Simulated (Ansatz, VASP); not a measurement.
## SiC in VASP and in Ansatz

The input INCAR:

```
SYSTEM = SiC
PREC = Accurate
ENCUT = 520
EDIFF = 1E-6
ISMEAR = 0
SIGMA = 0.01
LREAL = .FALSE.
LASPH = .TRUE.
NELM = 60
ALGO = Normal
ISIF = 2
LWAVE = .FALSE.
LCHARG = .TRUE.
GGA = PS
LELF = .TRUE.
LVHAR = .TRUE.
NBANDS = 16
```

The input KPOINTS:

```
Automatic mesh
0
G
  12 12 6
  0 0 0
```

POSCAR

```
SiC
1.0
    3.0759836400      0.0000000000      0.0000000000
   -1.5379918200      2.6638799739      0.0000000000
    0.0000000000      0.0000000000      5.0478375098
Si C
2 2
Direct
    0.3333333333      0.6666666667     -0.0625000000
    0.6666666667      0.3333333333      0.4375000000
    0.3333333333      0.6666666667      0.4375000000
    0.6666666667      0.3333333333      0.9375000000
```

Input for Ansatz:

```yaml
crystal:
  lattice:
    - [3.07598364, 0.0, 0.0]
    - [-1.53799182, 2.6638799739, 0.0]
    - [0.0, 0.0, 5.0478375098]
  atoms:
    - { symbol: Si, position: [0.3333333333, 0.6666666667, -0.0625] }
    - { symbol: Si, position: [0.6666666667, 0.3333333333, 0.4375] }
    - { symbol: C, position: [0.3333333333, 0.6666666667, 0.4375] }
    - { symbol: C, position: [0.6666666667, 0.3333333333, 0.9375] }
basis:
  ecutwfc: 420
  xc_grid: 2
kpoints:
  mp_grid: { grid: [12, 12, 6] }
hamiltonian:
  xc: pbesol
  pseudopotentials: { kind: paw, azcp: { folder: soft_1 } }
scf:
  occupations: { method: fixed }
output:
  forces: true
  stress: true
  eigenvalues: true
  polarization: {}
```

Change from the starting cell: polar distortion scaled by 0.00.

Alike in both runs: task single point; functional PBEsol; k mesh 12 × 12 × 6; no spin polarisation.

|  | VASP | Ansatz |
| --- | --- | --- |
| version | VASP 6.6.1 | Ansatz 0.2.0 |
| potentials or method | VASP PAW PBE potentials, release 64 (Si, C) | scalar-relativistic, plane waves, PAW |
| plane-wave cutoff (eV) | 520 | 420 |
| occupations | gaussian, width 0.01 eV | fixed |
| valence electrons in the cell | 16 | 16 |

VASP gave:

```
gap on the k mesh at the Fermi level (eV)       : 0.60
least direct gap on the mesh (eV)               : 2.61
pressure (GPa)                                  : 11.3
largest component of the traceless stress (GPa) : 11.99
```

Which values does Ansatz return?

gap on the k mesh at the Fermi level (eV): 0.62; least direct gap on the mesh (eV): 2.61; pressure (GPa): 11.1; largest component of the traceless stress (GPa): 11.71.

Ansatz warned: «pseudo_functional_mismatch».

Caveats: the PAW data sets were made with another functional, which shifts forces and pressure a little (VASP). A k mesh can miss the band edges.
